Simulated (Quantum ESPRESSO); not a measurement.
**B in Quantum ESPRESSO: the effect of target pressure**

The system is B.

```xyz
1
Lattice="1.8852 0.0000 0.0000 0.0000 1.8852 0.0000 0.0000 0.0000 1.8852" Properties=species:S:1:pos:R:3 pbc="T T T"
B     0.9426    0.9426    0.9426
```

The cell was built by a generator and needn't be a form met in nature.

Alike in all runs:

- Program: Quantum ESPRESSO 7.5
- Task: phonons
- Functional: LDA
- Potentials or basis: GBRV 1.5 LDA
- Cutoff: 612 eV
- Density cutoff: 4898 eV
- k mesh: 8 × 8 × 8, shifted
- Occupations: fermi-dirac, width 0.05 eV
- Spin: no spin polarisation

Each run relaxes the cell or the atoms first.

Question: One run gave: relaxed volume 6.49 Å³/atom; highest phonon frequency 526 cm⁻¹. Which target pressure did it use?
A. 0 GPa
B. 80 GPa
C. 25 GPa
D. 50 GPa
E. 10 GPa

Answer: A.

```tsv
target pressure	relaxed volume (Å³/atom)	highest phonon frequency (cm⁻¹)
0 GPa	6.49	526
10 GPa	6.25	583
25 GPa	5.95	655
50 GPa	5.57	754
80 GPa	5.21	851
```

Caveats: all runs use coarse meshes; the mesh is thin for the phonons of a metal; the cell is more than 3 GPa from zero pressure, which shifts response properties (some runs).
